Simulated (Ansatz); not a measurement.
A run of Ansatz 0.2.0 is set up as follows.

Contents of input.yaml:

```yaml
crystal:
  lattice:
    - [1.8807968987, 1.0858785957, 3.5140619945]
    - [-1.8807968987, 1.0858785957, 3.5140619945]
    - [0.0, -2.1717571915, 3.5140619945]
  atoms:
    - { symbol: As, position: [0.226, 0.226, 0.226] }
    - { symbol: As, position: [0.774, 0.774, 0.774] }
kpoints:
  mp_grid: { grid: [9, 9, 9] }
  band_path:
    path:
      - [0.0, 0.0, 0.0]
      - [0.5, 0.0, 0.0]
      - [0.5, 0.2303245873, -0.2303245873]
    npoints: 6
scf:
  occupations: { method: fermi_dirac, width: 0.05 }
hamiltonian:
  xc: pbesol
  pseudopotentials: { kind: all_electron, lapw: { basis_error: 0.001 } }
output:
  forces: true
  stress: true
  eigenvalues: true
```

Potentials or basis: all-electron LAPW, scalar-relativistic.

The run is started by

```sh
$ ansatz run input.yaml --threads 1 --pin off --max-ram 3072MiB --backend cpu --events-out ev --progress --plain --runs-dir out
```

Task: Predict the pressure.

Result: 0.3 GPa.

Task: What does it give for the band gap along the path?

Result: None (metal or under the smearing width).

Forces on the atoms (eV/Å):
```
As   0.000  0.000  0.368
As   0.000  0.000 -0.368
```
